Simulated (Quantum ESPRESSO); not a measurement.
NiO:

```
Ni O
1.0
     0.00000    2.09131    2.09131
     2.09131    0.00000    2.09131
     2.09131    2.09131    0.00000
Ni O
1 1
Direct
  0.00000 0.00000 0.00000
  0.50000 0.50000 0.50000
```

Base run:

```yaml
Program: Quantum ESPRESSO 7.5
Functional: PBE
Potentials_or_basis: GBRV 1.5 PBE
Cutoff: 612 eV
Density_cutoff: 4898 eV
k_mesh: 8 × 8 × 8
Occupations: gaussian, width 0.05 eV
Spin: collinear spin, ferromagnetic start
Starting_moments: "[2.0, 0.0] μB"
Hubbard_terms: Ni d U = 4 eV
```

Its results: band gap on the k mesh 0.82 eV, indirect (least direct gap 1.70 eV); pressure 11.7 GPa; net moment 2.00 μB per cell; site moments Ni +1.68; O +0.26 μB.

Q: After a change of settings the same cell gave: band gap on the k mesh 1.63 eV, indirect (least direct gap 2.44 eV); pressure 13.9 GPa; net moment 2.00 μB per cell; site moments Ni +1.72; O +0.21 μB. Which change was it?
A. hubbard terms from Ni d U = 4 eV to Ni d U = 6 eV
B. hubbard terms from Ni d U = 4 eV to Ni d U = 5 eV
C. hubbard terms from Ni d U = 4 eV to none

A: A.

Caveats: a cell with one magnetic atom can't hold antiferromagnetic order, which such compounds often take.
